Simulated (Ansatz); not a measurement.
## As under changes of volume

One of the cells (19.764 Å³/atom); the others are scaled copies at fixed shape and fractional positions:

```xyz
1
Lattice="2.7037 0.0000 0.0000 0.0000 2.7037 0.0000 0.0000 0.0000 2.7037" Properties=species:S:1:pos:R:3 pbc="T T T"
As    1.3518    1.3518    1.3518
```

This isn't the form of As at room conditions, which is rhombohedral.

```yaml
Program: Ansatz 0.2.0
Functional: PBE
Potentials_or_basis: Ansatz PAW
Cutoff: "420 eV (not typed: the program's choice for these potentials)"
k_mesh: 10 × 10 × 10
Occupations: fermi-dirac, width 0.05 eV
Spin: no spin polarisation
```

```tsv
volume (Å³/atom)	energy over the lowest point (meV/atom)	pressure (GPa)
18.578	41.50	8.5
18.973	23.48	6.2
19.368	?	?
19.764	3.26	2.2
20.159	0.00	0.5
20.554	0.75	-1.1
20.949	5.13	-2.5
```

Problem. What does the run at 19.368 Å³/atom give?

Solution. Energy over the lowest point 10.93 meV/atom; pressure 4.1 GPa.

Worked out: A Birch-Murnaghan fit of order 3 (a polynomial in V^(-2/3)) to the other rows has its minimum at 20.28 Å³/atom with B0 = V·E''(V) = 81 GPa and B' = 4.2. It gives 10.92 meV/atom at 19.368 Å³/atom, against the run's 10.93, and -dE/dV = 4.1 GPa, against 4.1.

Energies are extrapolated to zero smearing.
